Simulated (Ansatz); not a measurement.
Computed results, one entry a study.

## From HSE06 to G0W0: CdTe (F-43m)

The structure is cubic, space group F-43m (No. 216). The conventional cell has a = 6.480 Å, b = 6.480 Å, c = 6.480 Å, α = 90.00°, β = 90.00°, γ = 90.00°. Nearest to Cd lie 4 Te at 2.81 Å. Nearest to Te lie 4 Cd at 2.81 Å. Farther neighbours and most contacts between anions are not listed.

```xyz
2
Lattice="0.0000 3.2400 3.2400 3.2400 0.0000 3.2400 3.2400 3.2400 0.0000" Properties=species:S:1:pos:R:3 pbc="T T T"
Cd    0.0000    0.0000    0.0000
Te    1.6200    1.6200    1.6200
```

* method: G0W0 on HSE06, plane waves, PAW (and 1 further level or step)
* program: Ansatz 0.2.0
* settings of one run: cutoff 420 eV, 4×4×4 k-mesh, default PAW, empty bands 203, screening cutoff 120 eV, screening contour deformation, QP bands (v2, c2)
* cost: 2 runs, 32 s in all on 1 × NVIDIA H100 80GB HBM3 (shared by 6 runs) with 3 threads of AMD EPYC 7R13 (Zen 3), shared host (the runs of this entry)
* notes: In doubt: masses and optical values from hybrid runs of this build are listed as unsure (in some of the runs), which bears on the screening that GW takes from such a start. The cell and positions come from the Crystallography Open Database and are kept as given unless a step says otherwise. Limits: no spin-orbit coupling. The differences hold parts that these runs do not separate: finite bands, cutoffs and mesh, points of the zone that were not corrected, the start of G0W0, spin-orbit coupling missing from it, static nuclei, no electron-hole attraction, and what each experiment reads as the gap. How much each gives is not known from the steps shown.
* HSE06 gap over mesh and listed points: 1.654 eV, direct, at k = Γ
* G0W0@HSE06 gap over 6 of 8 irreducible mesh points: 1.900 eV, direct, at k = Γ
* GW settings: 4×4×4 mesh, 203 empty bands, screening to 120 eV
* known limits: finite bands, screening cutoff and k mesh; no spin-orbit coupling in G0W0; d shells not analysed

Over 6 of 8 irreducible mesh points the G0W0 gap is 1.900 eV, direct, at k = Γ. The HSE06 gap of this run on the mesh is 1.654 eV. The two states that bound the G0W0 gap lie that far apart at the start, so the correction of the gap is 1.900 − 1.654 = +0.246 eV. The valence state moves by 6.722 − 6.992 = −0.270 eV and the conduction state by 8.622 − 8.646 = −0.024 eV, on the run's own scale; how far single levels stand from their limit in bands is not shown.

[Paths, hosts, dates, memory and timing lines, banners, echoed tables and standing remarks are left out of the program output.]

[Logs are printed without paths, hosts, clocks, repeated set-up lines and the standing remarks that a program may print on its own settings, such as how far it seeks lower states.]

[Runs of the session that timed out or met a known fault of the program may be left out.]

[Cells called generated may have been cut or substituted from an entry of the Crystallography Open Database or the Materials Project.]

[Hosts, paths, dates, database ids (printed as entryN), source tags and the programs' standing remarks are cut or masked in the printed files.]
